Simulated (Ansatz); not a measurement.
## Fluorite-type CdF2, an end member of the CaF2–CdF2 series (96 atoms) under strain

Aim: relax fluorite-type CdF2, an end member of the CaF2–CdF2 series (96 atoms), then change its volume and shape to read moduli from the stress.

Main program and level: Ansatz 0.2.0; Kohn-Sham DFT, PBEsol, PAW (set soft_1), plane waves.

**1. The starting structure**

The cell holds 96 atoms: 32 Cd and 64 F. Cell: a = 10.780 Å, b = 10.780 Å, c = 10.780 Å, α = 90.0°, β = 90.0°, γ = 90.0°. It derives from CdF2. Fluorite-type CaF2, 2 x 2 x 2 conventional cells, 32 of 32 Ca sites given to Cd at random (x = 1.000), lattice by Vegard's rule (a = 5.39 Å); every coordinate displaced by a Gaussian of 0.09 Å.

Limits known from the start: Sampling is at Γ alone.

**2. Single point at the start**

The forces at the start show how far the geometry lies from a minimum of this functional.

Contents of input.yaml:

```yaml
crystal:
  lattice:
    - [10.78, 0.0, 0.0]
    - [0.0, 10.78, 0.0]
    - [0.0, 0.0, 10.78]
  atoms:
    - { symbol: Cd, position: [0.99781, 0.99574, 0.99429] }
    - { symbol: F, position: [0.12144, 0.12202, 0.12145] }
    - { symbol: F, position: [0.36884, 0.37628, 0.37202] }
    - { symbol: Cd, position: [0.99097, 0.24024, 0.23866] }
    - { symbol: F, position: [0.14034, 0.37777, 0.38034] }
    - { symbol: F, position: [0.36464, 0.12429, 0.14691] }
    - { symbol: Cd, position: [0.25047, 0.00273, 0.24389] }
    - { symbol: F, position: [0.39056, 0.12814, 0.36235] }
    - { symbol: F, position: [0.12027, 0.3863, 0.12996] }
    - { symbol: Cd, position: [0.25605, 0.24723, 0.9873] }
    - { symbol: F, position: [0.3676, 0.36015, 0.12774] }
    - { symbol: F, position: [0.11472, 0.1148, 0.37956] }
    - { symbol: Cd, position: [0.00583, 0.01066, 0.50084] }
    - { symbol: F, position: [0.13192, 0.12793, 0.62751] }
    - { symbol: F, position: [0.36171, 0.36511, 0.88165] }
    - { symbol: Cd, position: [0.00695, 0.24073, 0.76373] }
    - { symbol: F, position: [0.11566, 0.36641, 0.87479] }
    - { symbol: F, position: [0.37133, 0.11466, 0.62486] }
    - { symbol: Cd, position: [0.24949, 0.01216, 0.75581] }
    - { symbol: F, position: [0.3798, 0.11981, 0.87976] }
    - { symbol: F, position: [0.13236, 0.37534, 0.62427] }
    - { symbol: Cd, position: [0.24362, 0.2547, 0.50407] }
    - { symbol: F, position: [0.36784, 0.37837, 0.62573] }
    - { symbol: F, position: [0.12788, 0.11563, 0.88754] }
    - { symbol: Cd, position: [0.99983, 0.50108, 0.99977] }
    - { symbol: F, position: [0.13435, 0.62657, 0.12432] }
    - { symbol: F, position: [0.36592, 0.87569, 0.38029] }
    - { symbol: Cd, position: [0.00981, 0.74142, 0.2612] }
    - { symbol: F, position: [0.12274, 0.87316, 0.35753] }
    - { symbol: F, position: [0.36538, 0.61154, 0.12312] }
    - { symbol: Cd, position: [0.24464, 0.50506, 0.2459] }
    - { symbol: F, position: [0.36746, 0.62882, 0.37722] }
    - { symbol: F, position: [0.12422, 0.88945, 0.11367] }
    - { symbol: Cd, position: [0.25777, 0.75704, 0.99985] }
    - { symbol: F, position: [0.36838, 0.86648, 0.11461] }
    - { symbol: F, position: [0.11478, 0.64813, 0.3689] }
    - { symbol: Cd, position: [0.00286, 0.49247, 0.49118] }
    - { symbol: F, position: [0.13214, 0.62356, 0.6196] }
    - { symbol: F, position: [0.37563, 0.85939, 0.88021] }
    - { symbol: Cd, position: [0.99786, 0.74316, 0.75964] }
    - { symbol: F, position: [0.13086, 0.87739, 0.8608] }
    - { symbol: F, position: [0.38591, 0.6373, 0.61775] }
    - { symbol: Cd, position: [0.24977, 0.50075, 0.74189] }
    - { symbol: F, position: [0.37553, 0.63621, 0.87014] }
    - { symbol: F, position: [0.13803, 0.88345, 0.62395] }
    - { symbol: Cd, position: [0.2538, 0.75578, 0.49456] }
    - { symbol: F, position: [0.37227, 0.88192, 0.63632] }
    - { symbol: F, position: [0.11459, 0.61294, 0.87494] }
    - { symbol: Cd, position: [0.49668, 0.00665, 0.99867] }
    - { symbol: F, position: [0.62033, 0.12589, 0.12761] }
    - { symbol: F, position: [0.87138, 0.39807, 0.36863] }
    - { symbol: Cd, position: [0.49963, 0.2405, 0.25282] }
    - { symbol: F, position: [0.62085, 0.36879, 0.37545] }
    - { symbol: F, position: [0.87637, 0.12554, 0.13101] }
    - { symbol: Cd, position: [0.74383, 0.99806, 0.24205] }
    - { symbol: F, position: [0.86012, 0.12212, 0.37717] }
    - { symbol: F, position: [0.63185, 0.37303, 0.12573] }
    - { symbol: Cd, position: [0.74971, 0.23642, 0.99844] }
    - { symbol: F, position: [0.87485, 0.36166, 0.11659] }
    - { symbol: F, position: [0.61226, 0.12312, 0.36807] }
    - { symbol: Cd, position: [0.49614, 0.9981, 0.50353] }
    - { symbol: F, position: [0.61592, 0.10321, 0.63748] }
    - { symbol: F, position: [0.87813, 0.36105, 0.89026] }
    - { symbol: Cd, position: [0.5078, 0.23947, 0.73402] }
    - { symbol: F, position: [0.63771, 0.36714, 0.87618] }
    - { symbol: F, position: [0.87737, 0.12511, 0.62401] }
    - { symbol: Cd, position: [0.74699, 0.99728, 0.74832] }
    - { symbol: F, position: [0.87415, 0.13207, 0.87106] }
    - { symbol: F, position: [0.61031, 0.36485, 0.63061] }
    - { symbol: Cd, position: [0.74846, 0.26032, 0.48434] }
    - { symbol: F, position: [0.88725, 0.35914, 0.62495] }
    - { symbol: F, position: [0.62557, 0.12222, 0.86548] }
    - { symbol: Cd, position: [0.50326, 0.5006, 0.99198] }
    - { symbol: F, position: [0.62597, 0.60862, 0.14401] }
    - { symbol: F, position: [0.86582, 0.86125, 0.37676] }
    - { symbol: Cd, position: [0.50159, 0.74963, 0.24231] }
    - { symbol: F, position: [0.64177, 0.88369, 0.38464] }
    - { symbol: F, position: [0.86684, 0.6223, 0.13272] }
    [... 12 atom lines left out ...]
    - { symbol: Cd, position: [0.75953, 0.50503, 0.75307] }
    - { symbol: F, position: [0.86928, 0.62685, 0.88038] }
    - { symbol: F, position: [0.62567, 0.88567, 0.61237] }
    - { symbol: Cd, position: [0.7546, 0.7508, 0.49054] }
    - { symbol: F, position: [0.87033, 0.87527, 0.62237] }
    - { symbol: F, position: [0.62965, 0.6192, 0.87473] }
kpoints:
  mp_grid: { grid: [1, 1, 1] }
hamiltonian:
  xc: pbesol
  pseudopotentials: { kind: paw, azcp: { folder: soft_1 }, xc_functional: pbe }
scf:
  occupations: { method: fermi_dirac, width: 0.025 }
output:
  forces: true
```

On the command line:

```
ansatz run input.yaml --threads 4 --pin off --max-ram 8192MiB --backend cpu --events-out ev --progress --plain --runs-dir out
```

Numbers of over 12 decimals in the logs are rounded to 6 here.

What it wrote:

```text
[...]
Pseudopotentials: kind: paw
Pseudopotential: Cd, paw, valence charge 20, recommended cutoff 420 eV (normal), soft_1/Cd.paw.azcp
Pseudopotential: F, paw, valence charge 7, recommended cutoff 420 eV (normal), soft_1/F.paw.azcp
[... 3 lines on functional and potentials left out ...]
Crystal: 96 atoms, lattice volume = 1252.727 Å³
Basis set: ecut = 420 eV, 24405 PW (Γ), exchange–correlation on 150×150×150 points (8 copies of the dense FFT grid, shifted against one another)
Bands: 640, of which v1, the nominal top of the filled ones, is band 544 counted from 1 (543 counted from 0)
Symmetry: 1 space group operations
Space group: P1 (ITA 1), of the structure as read, at distance tolerance 1.1e-4 Å
k-points: 1
[... 7 lines on functional and potentials left out ...]
Initial density: superposition of atomic densities (chi_scale 0.1, normalization cell, long waves kept (reshape's long-wave potential 0.30 eV rms))
Initial wavefunctions: pseudopotential atomic-orbital guess
[...]
SCF iter   1: F=—  HF=-313317.169466 eV  |F-HF|=—  |Δ(HF+E_count)|=         —  Δρ=2.27e-1  dr2=5.62e2  ethr=3.10e-3  ⟨swp⟩=5.0  Hψ=2101  notcnv=0  defer=31
preconditioner: auto → LDOS  [insulator: Δε(μ)=0.105 eV  Ē_g=16.059 eV  σ=0.025 eV  W_gap=0.78  n_scr=388 (ndim 8)  ℏωp=30.3 eV  f_vac=0.095  D(μ)=15.96/eV (n_scr^D=80)  ε∞_Penn≈4.6  β→1.0]
SCF iter   2: F=—  HF=-313476.574372 eV  |F-HF|=—  |Δ(HF+E_count)|=    1.59e2  Δρ=3.39e-1  dr2=1.05e3  ethr=3.10e-3  ⟨swp⟩=4.0  Hψ=1850  notcnv=0  defer=89
SCF iter   3: F=—  HF=-313179.987787 eV  |F-HF|=—  |Δ(HF+E_count)|=    2.97e2  Δρ=1.16e-1  dr2=1.20e2  ethr=3.10e-3  ⟨swp⟩=3.0  Hψ=1443  notcnv=0  defer=89
SCF iter   4: F=—  HF=-313141.740601 eV  |F-HF|=—  |Δ(HF+E_count)|=    3.82e1  Δρ=1.36e-2  dr2=1.60e0  ethr=3.10e-3  ⟨swp⟩=3.0  Hψ=1161  notcnv=0  defer=80
automatic band count: iteration 4 solves 631 bands in place of 640: the levels show a gap, and the empty bands left out lie too high to hold charge; the band table lists the bands solved (type scf.n_extra_bands for more)
SCF iter   5: F=—  HF=-313141.866106 eV  |F-HF|=—  |Δ(HF+E_count)|=   1.26e-1  Δρ=1.04e-2  dr2=1.20e0  ethr=1.47e-4  ⟨swp⟩=3.0  Hψ=1251  notcnv=0  defer=80
SCF iter   6: F=—  HF=-313141.616628 eV  |F-HF|=—  |Δ(HF+E_count)|=   2.49e-1  Δρ=3.00e-3  dr2=6.96e-2  ethr=1.11e-4  ⟨swp⟩=3.0  Hψ=1155  notcnv=0  defer=80
[...]
SCF iter  13: F=—  HF=-313141.605874 eV  |F-HF|=—  |Δ(HF+E_count)|=   1.53e-7  Δρ=3.58e-6  dr2=1.03e-7  ethr=9.19e-12  ⟨swp⟩=4.0  Hψ=1874  notcnv=0
SCF iter  14: F=-313141.605874 eV  HF=-313141.605874 eV  |F-HF|=4.66e-9  |Δ(HF+E_count)|=   4.25e-8  Δρ=1.67e-6  dr2=2.19e-8  ethr=9.19e-12  ⟨swp⟩=3.0  Hψ=1556  notcnv=0
SCF 1 converged in 14 iterations: F = -313141.605874 eV  dr2 = 2.19e-8
[...]
SCF converged after 14 iterations
Free energy (F): -313141.605874 eV
Harris-Foulkes:  -313141.605874 eV  (|F-HF|=4.66e-9)
Internal energy: -313141.605874 eV  (E = F + TS)
E sigma→0 (E₀):  -313141.605874 eV
Fermi energy:    8.122068 eV
--- Per-component energies (eV) ---
[...]
Σ components = -313141.605874   (vs F -313141.605874, Δ=0.00e0)
--- Forces (eV/Å), atoms counted from 1 ---
  atom   1  Cd     0.00859135    -0.06109285     0.33615865
  atom   2  F      0.02226543     0.69138807     0.13120450
  atom   3  F      0.49456487     0.07614207     0.50655094
  atom   4  Cd     0.95809486     0.90554916     0.63380209
[...]
atom  96  F     -0.42052753     0.24387636     0.01280216
  max |Σ_I F_I| component: 2.12e-6 eV/Å
```

Wall time 23 s (4 threads of Intel Xeon Platinum 8375C at 2.90GHz (Ice Lake), shared host); peak memory 2.3 GiB.

The column dr2 measures how far the density is from self-consistency, as an energy; F and HF (Harris–Foulkes) agree once it is small.

The r.m.s. force at the start is 0.85 eV/Å.

**3. Cell and atoms relaxed**

Cell and atoms are freed together, to release stress as well as forces.

Contents of input.yaml:

```yaml
crystal:
  lattice:
    - [10.78, 0.0, 0.0]
    - [0.0, 10.78, 0.0]
    - [0.0, 0.0, 10.78]
  atoms:
    [... the 96 atom lines of step 2 ...]
kpoints:
  mp_grid: { grid: [1, 1, 1] }
hamiltonian:
  xc: pbesol
  pseudopotentials: { kind: paw, azcp: { folder: soft_1 }, xc_functional: pbe }
scf:
  occupations: { method: fermi_dirac, width: 0.025 }
output:
  forces: true
relax:
  f_tol: 0.05
  max_steps: 150
  cell: {}
```

What it wrote:

```text
[...]
Crystal: 96 atoms, lattice volume = 1252.727 Å³
Basis set: ecut = 420 eV, 24405 PW (Γ), exchange–correlation on 150×150×150 points (8 copies of the dense FFT grid, shifted against one another)
Bands: 653, of which v1, the nominal top of the filled ones, is band 544 counted from 1 (543 counted from 0)
Symmetry: 1 space group operations
[...]
k-points: 1
[...]
SCF iter   1: F=—  HF=-313317.170056 eV  |F-HF|=—  |Δ(HF+E_count)|=         —  Δρ=2.27e-1  dr2=5.62e2  ethr=3.10e-3  ⟨swp⟩=5.0  Hψ=2163  notcnv=0  defer=42
[...]
SCF iter  13: F=—  HF=-313141.605874 eV  |F-HF|=—  |Δ(HF+E_count)|=   2.03e-7  Δρ=3.59e-6  dr2=1.04e-7  ethr=9.19e-12  ⟨swp⟩=4.0  Hψ=1894  notcnv=0
SCF iter  14: F=-313141.605874 eV  HF=-313141.605874 eV  |F-HF|=1.02e-8  |Δ(HF+E_count)|=   4.86e-8  Δρ=1.81e-6  dr2=2.67e-8  ethr=9.19e-12  ⟨swp⟩=3.0  Hψ=1578  notcnv=0
SCF 1 converged in 14 iterations: F = -313141.605874 eV  dr2 = 2.67e-8
[...]
relax step   1: F+E_penalty+E_count = -313141.60587429 eV  Δ(F+E_penalty+E_count) = +0.000e0 eV  max|allowed force component| = 3.295e0 eV/Å  Δτ_max = 0.0000 Å  P = +3.192 GPa  Ω = 1252.727 Å³  (14 SCF iters, dr2 threshold 1.00e-7 eV, accepted)
[...]
relax step   2: F+E_penalty+E_count = -313147.84781868 eV  Δ(F+E_penalty+E_count) = -6.242e0 eV  max|allowed force component| = 1.461e0 eV/Å  Δτ_max = 0.1950 Å  P = +1.277 GPa  Ω = 1247.507 Å³  energy of the carried Pulay correction = +1.395e-2 eV  (8 SCF iters, dr2 threshold 9.60e-6 eV, accepted)
[...]
relax step   3: F+E_penalty+E_count = -313149.47860567 eV  Δ(F+E_penalty+E_count) = -1.631e0 eV  max|allowed force component| = 3.088e-2 eV/Å  Δτ_max = 0.1563 Å  P = -0.050 GPa  Ω = 1249.933 Å³  energy of the carried Pulay correction = +7.458e-3 eV  (7 SCF iters, dr2 threshold 9.60e-6 eV, accepted)
[...]
relax step   4: F+E_penalty+E_count = -313149.48733315 eV  Δ(F+E_penalty+E_count) = -8.727e-3 eV  max|allowed force component| = 2.057e-3 eV/Å  Δτ_max = 0.0248 Å  P = -0.000 GPa  Ω = 1249.286 Å³  energy of the carried Pulay correction = +9.187e-3 eV  (8 SCF iters, dr2 threshold 2.46e-8 eV, accepted)
[...]
relax step   5: F+E_penalty+E_count = -313149.47393475 eV  Δ(F+E_penalty+E_count) = +1.340e-2 eV  max|allowed force component| = 2.061e-3 eV/Å  Δτ_max = 0.0000 Å  P = -0.000 GPa  Ω = 1249.286 Å³  stress off target by 2.50e-3 GPa  SCF on the basis re-selected at this cell (its energy is not comparable with the rows above)  (4 SCF iters)
basis re-selected at this cell: Δ(F+E_penalty+E_count) = +1.340e-2 eV, ΔP = -0.000 GPa vs the last step (what re-selecting the basis moved, of the pressure what is left beyond the Pulay correction that the steps carried, after the strain that the cell walked since its last selection, [...]
SCF converged after 4 iterations
Free energy (F): -313149.473935 eV
[...]
Internal energy: -313149.473935 eV  (E = F + TS)
E sigma→0 (E₀):  -313149.473935 eV
Fermi energy:    7.823722 eV
[...]
Σ components = -313149.473935   (vs F -313149.473935, Δ=0.00e0)
--- Forces (eV/Å), atoms counted from 1 ---
  atom   1  Cd    -0.00059773    -0.00072159     0.00009113
  atom   2  F      0.00012928    -0.00098601    -0.00012951
  atom   3  F     -0.00011794    -0.00122930    -0.00052822
  atom   4  Cd     0.00025714    -0.00059538    -0.00026769
[...]
atom  96  F      0.00035420     0.00016978    -0.00087839
  max |Σ_I F_I| component: 5.88e-6 eV/Å
--- Stress (GPa, compression-positive) ---
       -0.000015       0.000931      -0.000877
        0.000931      -0.000485      -0.001924
       -0.000877      -0.001924      -0.000656
  P = ⅓ Tr σ = -0.0004 GPa (-0.004 kbar)
--- Relaxed structure (4 steps of the walk, 4 accepted, 1 SCFs on fresh bases) ---
  F+E_penalty+E_count = -313149.47393475 eV   max|allowed force component| = 2.061e-3 eV/Å   (the final SCF, on the basis selected at the relaxed cell)
  cell:  # Å, volume = 1249.2863 Å³
    - [10.770091, -0.000250955, 0.000226365]
    - [-0.000250955, 10.770131, 0.000508467]
    - [0.000226365, 0.000508467, 10.770146]
  atoms:
    - { symbol: Cd, position: [0.999785, 0.998635, 0.999538] }
    - { symbol: F, position: [0.124734, 0.123771, 0.124608] }
    - { symbol: F, position: [0.374764, 0.373835, 0.374638] }
    - { symbol: Cd, position: [0.999631, 0.248745, 0.249570] }
[...]
- { symbol: F, position: [0.624636, 0.623519, 0.874733] }
```

It took 72 s on 4 threads; peak memory 2.3 GiB.

The relaxation converged after 4 steps, with a largest force component of 0.0021 eV/Å.

(Continued in part 2 of 3.)

[Logs are printed without paths, hosts, clocks, repeated set-up lines and the standing remarks that a program may print on its own settings, such as how far it seeks lower states.]

[Hosts, paths, dates, database ids (printed as entryN), source tags and the programs' standing remarks are cut or masked in the printed files.]
